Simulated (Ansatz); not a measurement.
Input of an Ansatz 0.2.0 run:

File input:

```
crystal:
  lattice:
    - [-1.88252524, 1.88252524, 1.88252524]
    - [1.88252524, -1.88252524, 1.88252524]
    - [1.88252524, 1.88252524, -1.88252524]
  atoms:
    - { symbol: In, position: [0.0, 0.0, 0.0] }
hamiltonian:
  xc:
    exchange: hjs_pbesol
    correlation: pbesol
    exx: { coeff: 0.25, omega: 0.207 }
  pseudopotentials: { kind: paw }
kpoints:
  mp_grid: { grid: [5, 5, 5] }
scf:
  occupations: { method: fermi_dirac, width: 0.05 }
output:
  forces: true
  stress: true
  eigenvalues: true
relax:
  f_tol: 0.01
  max_steps: 40
  cell: { stress_tol: 0.05 }
```

Question: Predict the space group after relaxing (to 0.05 Å).

Answer: Im-3m (No. 229).

Question: What does it give for the relaxed cell?

Answer: a = 3.200 Å, b = 3.200 Å, c = 3.200 Å, α = 109.47°, β = 109.47°, γ = 109.47°.

The path:
```
step  energy change (eV)  largest force (eV/Å)  volume (Å³)
   1              0.0000                0.0000        26.69
   2             -0.0110                0.0000        25.39
   3             -0.0112                0.0000        25.23
   4             -0.0109                0.0000        25.23
```

Caveat: the k mesh is coarse (spacing up to 0.47 Å⁻¹), so the values aren't converged, least of all with exact exchange; the plane-wave basis is chosen anew once the cell has moved, so the energies of steps on either side of that aren't comparable; the PAW data sets come from PBE, with cores solved anew for the run's functional, which leaves a small shift of forces and pressure.
